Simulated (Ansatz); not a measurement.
Input and command of a calculation in Ansatz (plane waves; scalar-relativistic PAW potentials unless the input names others):

```yaml
crystal:
  lattice:
    - [3.2608149621, 0.0, 0.0]
    - [-1.6304074811, 2.8239485942, 0.0]
    - [0.0, 0.0, 5.3567848048]
  atoms:
    - { symbol: In, position: [0.3333333333, 0.6666666667, 0.25] }
    - { symbol: In, position: [0.6666666667, 0.3333333333, 0.75] }
basis:
  ecutwfc: "33.1 Ry"
kpoints:
  mp_grid: { grid: [15, 15, 8] }
hamiltonian:
  xc: pbe
  dispersion: d3bj
scf:
  occupations: { method: gaussian, width: 0.1 }
  convergence: { dr2_threshold: 1.0e-09 }
output:
  forces: true
  eigenvalues: true
  stress: true
```

```bash
ansatz run input.yaml --threads 1 --pin off --max-ram 2560MiB --backend cpu --events-out ev --progress --plain --runs-dir out
```

Abridged log:
```
Warning: output.stress: scf.convergence.dr2_threshold = 1e-9 eV is looser than the 2e-10 eV advised for a printed stress (1e-10 eV for each atom of the cell: 2). ...
Basis set: ecut = 450.34844237 eV, 1099 PW (Γ), exchange–correlation on 48×48×80 points (8 copies of the dense FFT grid, shifted against one another)
Bands: 17, of which v1, the nominal top of the filled ones, is band 13 counted from 1 (12 counted from 0)
Symmetry: 24 space group operations
k-points: 135 of 1800
SCF iter   1: F=—  HF=-11196.316191 eV  |F-HF|=—  |Δ(HF+E_count)|=         —  Δρ=9.24e-4  dr2=3.77e-4  ethr=1.77e-3  ⟨swp⟩=5.7  Hψ=11459  notcnv=0
SCF iter   2: F=—  HF=-11196.314826 eV  |F-HF|=—  |Δ(HF+E_count)|=   1.37e-3  Δρ=5.83e-4  dr2=1.94e-4  ethr=1.45e-6  ⟨swp⟩=2.0  Hψ=4791  notcnv=0
SCF iter   3: F=—  HF=-11196.314853 eV  |F-HF|=—  |Δ(HF+E_count)|=   2.63e-5  Δρ=3.98e-4  dr2=5.01e-5  ethr=7.46e-7  ⟨swp⟩=2.0  Hψ=4024  notcnv=0
SCF iter   4: F=—  HF=-11196.314845 eV  |F-HF|=—  |Δ(HF+E_count)|=   7.93e-6  Δρ=2.18e-4  dr2=1.35e-5  ethr=1.93e-7  ⟨swp⟩=1.0  Hψ=2265  notcnv=0
SCF iter   5: F=—  HF=-11196.314833 eV  |F-HF|=—  |Δ(HF+E_count)|=   1.18e-5  Δρ=5.01e-5  dr2=7.22e-7  ethr=5.20e-8  ⟨swp⟩=2.0  Hψ=4007  notcnv=0
SCF iter   6: F=—  HF=-11196.314834 eV  |F-HF|=—  |Δ(HF+E_count)|=   1.54e-6  Δρ=2.51e-5  dr2=1.73e-7  ethr=2.78e-9  ⟨swp⟩=2.1  Hψ=4018  notcnv=0
SCF iter   7: F=—  HF=-11196.314834 eV  |F-HF|=—  |Δ(HF+E_count)|=   9.16e-8  Δρ=3.87e-6  dr2=3.96e-9  ethr=6.65e-10  ⟨swp⟩=2.0  Hψ=3630  notcnv=0
SCF iter   8: F=-11196.314834 eV  HF=-11196.314834 eV  |F-HF|=9.09e-11  |Δ(HF+E_count)|=   2.55e-9  Δρ=5.90e-7  dr2=9.56e-11  ethr=3.85e-12  ⟨swp⟩=5.0  Hψ=8710  notcnv=0
SCF 1 converged in 8 iterations: F = -11196.314834 eV  dr2 = 9.56e-11
SCF converged after 8 iterations
Free energy (F): -11196.314834 eV
Harris-Foulkes:  -11196.314834 eV  (|F-HF|=9.09e-11)
Internal energy: -11196.309997 eV  (E = F + TS)
E sigma→0 (E₀):  -11196.312415 eV
Entropy (-TS):   -0.004838 eV (-2.419 meV/atom)
Fermi energy:    11.136039 eV
  E_disp       = -0.718954  (pairwise vdW)
--- Forces (eV/Å), atoms counted from 1 ---
  atom   1  In     0.00000000     0.00000000     0.00000000
  atom   2  In     0.00000000     0.00000000     0.00000000
--- Stress (GPa, compression-positive) ---
        2.913472       0.000000       0.000000
        0.000000       2.913472       0.000000
        0.000000       0.000000       3.052567
  P = ⅓ Tr σ = 2.9598 GPa (29.598 kbar)
```

Apart from outputs, empty bands and the relaxation, which only the reference makes, the input differs from a reference run on usual settings in scf.convergence.dr2_threshold: not typed → 1e-09; basis.ecutwfc: 420 → "33.1 Ry". The reference, at the same geometry, ended its own course with pressure 2.96 GPa, largest force 0.000 eV/Å, no gap on the mesh. This run converged in 8 SCF iterations with an energy at zero smearing 0.74 meV/atom below the reference's, pressure 2.96 GPa, largest force 0.000 eV/Å, no gap on the mesh.

It took 6 s on 1 thread of Intel(R) Xeon(R) Platinum 8259CL CPU @ 2.50GHz (Skylake/Cascade Lake) (shared host), peak memory 0.49 GiB.